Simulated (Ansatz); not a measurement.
## WSe$_{2}$: stiffness from a series of strains

```xyz
6
Lattice="3.2900 0.0000 0.0000 -1.6450 2.8492 0.0000 0.0000 0.0000 12.9700" Properties=species:S:1:pos:R:3 pbc="T T T"
W     0.0000    1.8995    3.2425
W     1.6450    0.9497    9.7275
Se    0.0000    1.8995    8.0544
Se    1.6450    0.9497    1.5694
Se    0.0000    1.8995   11.4006
Se    1.6450    0.9497    4.9156
```

Atoms are numbered in the order listed.

The conventional cell has a = 3.290 Å, b = 3.290 Å, c = 12.970 Å, α = 90.00°, β = 90.00°, γ = 120.00°. W (atom 1) has 6 Se at 2.53 Å as nearest neighbours. Around Se (atom 3) lie 3 W at 2.53 Å.

The cell is COD entry 9009146, as deposited and not checked against the literature; nothing was relaxed.

No spin–orbit coupling, which matters for the heavy atoms here.

The calculation used Ansatz 0.2.0, DFT, PBEsol, all-electron LAPW, scalar-relativistic.

Sampling and basis: a Γ-centred 11×11×3 k mesh, Fermi–Dirac smearing of 0.08 eV, basis error target 0.5 meV/atom, no spin polarisation.

The strain is applied along the Cartesian axes of the cell as listed (γ is the engineering shear, twice εxy = εyz = εzx). Fractional coordinates are held (clamped ions).

σ is the change of stress from the unstrained cell, which is at -1.20 GPa; tension is positive, so slopes are stress–strain coefficients at that pressure.

Only quantities that a quadratic follows smoothly over the whole series are listed; rougher ones are left out.

| γ | σxy (GPa) | σyz (GPa) |
| --- | --- | --- |
| -0.0300 | -2.67 | -4.09 |
| -0.0100 | -0.87 | -1.34 |
| 0.0000 | 0.00 | 0.00 |
| 0.0100 | 0.84 | 1.31 |
| 0.0200 | 1.66 | 2.60 |
| 0.0300 | 2.46 | 3.86 |

Question: Fit the series and read off the stiffness at zero strain.

Answer: Least-squares fits y = p0 + p1 x + p2 x² to the rows give σxy (GPa): p1 = 85.5, p2 = -110; σyz (GPa): p1 = 133, p2 = -130.

Question: One run, at γ = -0.0200, is withheld. Predict its row.

Answer: The fits give -1.76, -2.70; the run gave -1.76, -2.70.
